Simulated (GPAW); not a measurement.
This GPAW 26.7.0 run on TePb needs a look.

Contents of run.py:

```python
import json
import numpy as np
import spglib
from ase import Atoms
from ase.dft.bandgap import bandgap
from ase.io import read, write
from gpaw import GPAW, PW
from gpaw.response.g0w0 import G0W0

atoms = read('TePb.cif')
cell, positions, numbers = spglib.find_primitive(
    (atoms.cell[:], atoms.get_scaled_positions(), atoms.numbers), symprec=1e-4)
atoms = Atoms(numbers, cell=cell, scaled_positions=positions, pbc=True)

calc = GPAW(mode=PW(400),
            xc='LDA',
            kpts={'size': (4, 4, 4), 'gamma': True},
            occupations={'name': 'fermi-dirac', 'width': 0.001},
            setups={'Te': '16'},
            nbands=-9,
            convergence={'density': 1e-06},
            maxiter=75,
            txt='gpaw.txt')
atoms.calc = calc
energy = atoms.get_potential_energy()
calc.write('gs.gpw')
write('result.traj', atoms)
print(f'Energy: {energy:.6f} eV')
print('Fermi level:', round(calc.get_fermi_level(), 4), 'eV')
print(f'Gap: {bandgap(calc)[0]:.4f} eV, direct: {bandgap(calc, direct=True)[0]:.4f} eV')

calc.diagonalize_full_hamiltonian(nbands=22)
calc.write('full.gpw', mode='all')

ibz = calc.get_ibz_k_points()
gap, vbm, cbm = bandgap(calc, output=None)
gap, direct, _ = bandgap(calc, direct=True, output=None)
gamma = int(np.abs(ibz).sum(1).argmin())
kpts = sorted({gamma, vbm[1], cbm[1], direct[1]})
gw = G0W0(calc='full.gpw',
          filename='gw',
          ecut=150,
          ecut_extrapolation=False,
          relbands=(-1, 1),
          kpts=kpts,
          integrate_gamma='reciprocal',
          nbands=18,
          ppa=True)
gw.calculate()
results = {mode: {key: np.asarray(r[key]).tolist() for key in ['f', 'eps', 'vxc', 'exx', 'sigma', 'Z', 'qp', 'sigma_eskn']}
           for mode, r in gw.all_results.items()}
json.dump({'kpts': ibz[kpts].tolist(), 'results': results}, open('gw.json', 'w'))
for mode, r in results.items():
    f, qp = np.array(r['f']), np.array(r['qp'])
    print(mode, 'quasiparticle energies (eV):')
    print(qp.round(3))
    print(mode, 'gap:', round(qp[f < 0.5].min() - qp[f > 0.5].max(), 4), 'eV')
```

Contents of TePb.cif:

```cif
data_TePb
_cell_length_a 6.37466497
_cell_length_b 6.37466497
_cell_length_c 6.37466497
_cell_angle_alpha 90.00000000
_cell_angle_beta 90.00000000
_cell_angle_gamma 90.00000000
_space_group_name_H-M_alt 'Fm-3m'
_space_group_name_Hall '-F 4 2 3'
_space_group_IT_number 225
loop_
_space_group_symop_operation_xyz
'x,y,z'
'-x,-y,-z'
'-y,x,z'
'y,-x,-z'
'-x,-y,z'
'x,y,-z'
'y,-x,z'
'-y,x,-z'
'x,-y,-z'
'-x,y,z'
'-y,-x,-z'
'y,x,z'
'-x,y,-z'
'x,-y,z'
'y,x,-z'
'-y,-x,z'
'z,x,y'
'-z,-x,-y'
'z,-y,x'
'-z,y,-x'
'z,-x,-y'
'-z,x,y'
'z,y,-x'
'-z,-y,x'
'-z,x,-y'
'z,-x,y'
'-z,-y,-x'
'z,y,x'
'-z,-x,y'
'z,x,-y'
'-z,y,x'
'z,-y,-x'
'y,z,x'
'-y,-z,-x'
'x,z,-y'
'-x,-z,y'
'-y,z,-x'
'y,-z,x'
'-x,z,y'
'x,-z,-y'
'-y,-z,x'
'y,z,-x'
'-x,-z,-y'
'x,z,y'
'y,-z,-x'
'-y,z,x'
'x,-z,y'
'-x,z,-y'
'x,y+1/2,z+1/2'
'-x,-y+1/2,-z+1/2'
'-y,x+1/2,z+1/2'
'y,-x+1/2,-z+1/2'
'-x,-y+1/2,z+1/2'
'x,y+1/2,-z+1/2'
'y,-x+1/2,z+1/2'
'-y,x+1/2,-z+1/2'
'x,-y+1/2,-z+1/2'
'-x,y+1/2,z+1/2'
'-y,-x+1/2,-z+1/2'
[... 41 lines left out ...]
'-x+1/2,-y,z+1/2'
'x+1/2,y,-z+1/2'
'y+1/2,-x,z+1/2'
'-y+1/2,x,-z+1/2'
'x+1/2,-y,-z+1/2'
'-x+1/2,y,z+1/2'
'-y+1/2,-x,-z+1/2'
'y+1/2,x,z+1/2'
'-x+1/2,y,-z+1/2'
'x+1/2,-y,z+1/2'
'y+1/2,x,-z+1/2'
'-y+1/2,-x,z+1/2'
'z+1/2,x,y+1/2'
'-z+1/2,-x,-y+1/2'
'z+1/2,-y,x+1/2'
'-z+1/2,y,-x+1/2'
'z+1/2,-x,-y+1/2'
'-z+1/2,x,y+1/2'
'z+1/2,y,-x+1/2'
'-z+1/2,-y,x+1/2'
'-z+1/2,x,-y+1/2'
'z+1/2,-x,y+1/2'
'-z+1/2,-y,-x+1/2'
'z+1/2,y,x+1/2'
'-z+1/2,-x,y+1/2'
'z+1/2,x,-y+1/2'
'-z+1/2,y,x+1/2'
'z+1/2,-y,-x+1/2'
'y+1/2,z,x+1/2'
'-y+1/2,-z,-x+1/2'
'x+1/2,z,-y+1/2'
'-x+1/2,-z,y+1/2'
'-y+1/2,z,-x+1/2'
'y+1/2,-z,x+1/2'
'-x+1/2,z,y+1/2'
'x+1/2,-z,-y+1/2'
'-y+1/2,-z,x+1/2'
'y+1/2,z,-x+1/2'
'-x+1/2,-z,-y+1/2'
'x+1/2,z,y+1/2'
'y+1/2,-z,-x+1/2'
'-y+1/2,z,x+1/2'
'x+1/2,-z,y+1/2'
'-x+1/2,z,-y+1/2'
'x+1/2,y+1/2,z'
'-x+1/2,-y+1/2,-z'
'-y+1/2,x+1/2,z'
'y+1/2,-x+1/2,-z'
'-x+1/2,-y+1/2,z'
'x+1/2,y+1/2,-z'
'y+1/2,-x+1/2,z'
'-y+1/2,x+1/2,-z'
'x+1/2,-y+1/2,-z'
'-x+1/2,y+1/2,z'
'-y+1/2,-x+1/2,-z'
'y+1/2,x+1/2,z'
'-x+1/2,y+1/2,-z'
'x+1/2,-y+1/2,z'
'y+1/2,x+1/2,-z'
'-y+1/2,-x+1/2,z'
'z+1/2,x+1/2,y'
'-z+1/2,-x+1/2,-y'
'z+1/2,-y+1/2,x'
'-z+1/2,y+1/2,-x'
'z+1/2,-x+1/2,-y'
'-z+1/2,x+1/2,y'
'z+1/2,y+1/2,-x'
'-z+1/2,-y+1/2,x'
'-z+1/2,x+1/2,-y'
'z+1/2,-x+1/2,y'
'-z+1/2,-y+1/2,-x'
'z+1/2,y+1/2,x'
'-z+1/2,-x+1/2,y'
'z+1/2,x+1/2,-y'
'-z+1/2,y+1/2,x'
'z+1/2,-y+1/2,-x'
'y+1/2,z+1/2,x'
'-y+1/2,-z+1/2,-x'
'x+1/2,z+1/2,-y'
'-x+1/2,-z+1/2,y'
'-y+1/2,z+1/2,-x'
'y+1/2,-z+1/2,x'
'-x+1/2,z+1/2,y'
'x+1/2,-z+1/2,-y'
'-y+1/2,-z+1/2,x'
'y+1/2,z+1/2,-x'
'-x+1/2,-z+1/2,-y'
'x+1/2,z+1/2,y'
'y+1/2,-z+1/2,-x'
'-y+1/2,z+1/2,x'
'x+1/2,-z+1/2,y'
'-x+1/2,z+1/2,-y'
loop_
_atom_site_label
_atom_site_type_symbol
_atom_site_symmetry_multiplicity
_atom_site_Wyckoff_symbol
_atom_site_fract_x
_atom_site_fract_y
_atom_site_fract_z
_atom_site_occupancy
Pb1 Pb 4 a 0.0000000000 0.0000000000 0.0000000000 1
Te1 Te 4 b 0.5000000000 0.0000000000 0.0000000000 1
```

Potentials or basis: the program's PAW data sets (release 1.2.1) made for this functional, other valence, pw.

The run is started by

```console
$ OMP_NUM_THREADS=1 python run.py
```

gpaw.txt:

```text
__  _  _
 | _ |_)|_||  |
 |__||  | ||/\| - 26.7.0

Input parameters:
  mode=PW(ecut=400.0),
  convergence={'density': 1e-06},
  kpts=MonkhorstPack(size=(4, 4, 4), gamma=True),
  maxiter=75,
  nbands=-9,
  occupations=Occupations(name='fermi-dirac', width=0.001),
  setups={'Te': '16'},
  xc=XC(name='LDA')

Diagonalizing LCAO Hamiltonian
Converting LCAO to pw mode

                 Te

       Pb

Atoms  # Å, Bohr magnetons
|   | symbol |        x |        y |        z |    initial magnetic moments |
|---|--------|----------|----------|----------|-----------------------------|
| 0 |     Pb | 0.000000 | 0.000000 | 0.000000 | ( 0.0000,  0.0000,  0.0000) |
| 1 |     Te | 3.187332 | 3.187332 | 3.187332 | ( 0.0000,  0.0000,  0.0000) |

Unit cell  # Å
| periodic |        x |        y |        z |  lengths |    angles |
|----------|----------|----------|----------|----------|-----------|
|      yes | 0.000000 | 3.187332 | 3.187332 | 4.507569 | 60.000000 |
|      yes | 3.187332 | 0.000000 | 3.187332 | 4.507569 | 60.000000 |
[... 168 lines left out ...]

xc functional:
  name: None

convergence criteria:
- Maximum integral of absolute [dens]ity change: 1e-06 electrons / valence electron
- Maximum [total energy] change in last 3 cyles: 0.0005 eV / valence electron
- Maximum integral of absolute [eigenst]ate change: 4e-08 eV^2 / valence electron
maximum number of iterations: 75

SCF iterations
|iter     | |      energy | eigst |  dens |
|---------|-|-------------|-------|-------|
|iter:   1| |   -8.973402 | -0.47 |       |
|iter:   2| |   -8.953650 | -2.57 | -1.57 |
|iter:   3| |   -8.872479 | -2.49 | -1.62 |
|iter:   4| |   -8.871391 | -4.27 | -2.23 |
|iter:   5| |   -8.871345c| -4.91 | -2.75 |
|iter:   6| |   -8.871348c| -6.21 | -3.55 |
|iter:   7| |   -8.871348c| -7.56c| -4.40 |
|iter:   8| |   -8.871348c| -7.95c| -4.73 |
|iter:   9| |   -8.871348c| -8.71c| -5.73 |
|iter:  10| |   -8.871348c| -9.51c| -6.13c|

Converged in 10 steps
Energy contributions relative to reference atoms: (reference = -751608.429781)

Energy contributions:
  Kinetic:          17.553937
  Coulomb:         -17.532334
  Zero:              0.074256
  External:          0.000000
  Xc:               -8.967207
  Entropy:          -0.000000
  Spinorbit:         0.000000
  ----------------------------
  Free energy:      -8.871348
  Extrapolated:     -8.871348

dipole moment: (-27.052131, -27.052131, -27.052131)  # |e|*Ang

Fermi level: 6.352
[... 27 lines left out ...]
# Writing to gs.gpw (mode='')

Matrix size: 1243x1243
# Writing to full.gpw (mode='all')
```

On the terminal:

```text
Energy: -8.871348 eV
Fermi level: 6.3524 eV
[... 1 line left out ...]
IBZ(<points: 8, symmetries: 48>)
Occupied bands: 15
[... 1 line left out ...]
  k-points: 2
  Bands: 14-15 (inclusive)
[... 1 line left out ...]
  min: -1.681 eV
  ave: 1.671 eV
  max: 5.049 eV
GW quasiparticle energies (eV):
[[[ 5.29  12.302]
  [ 7.45   8.196]]]
[... 2 lines left out ...]
```

Q: What happened, and what is wrong with the input?

A: The run converged. The input holds a flaw that was put in on purpose: far too few empty bands in the response. The program doesn't stop on it, so the numbers can't be trusted though the run ends normally.
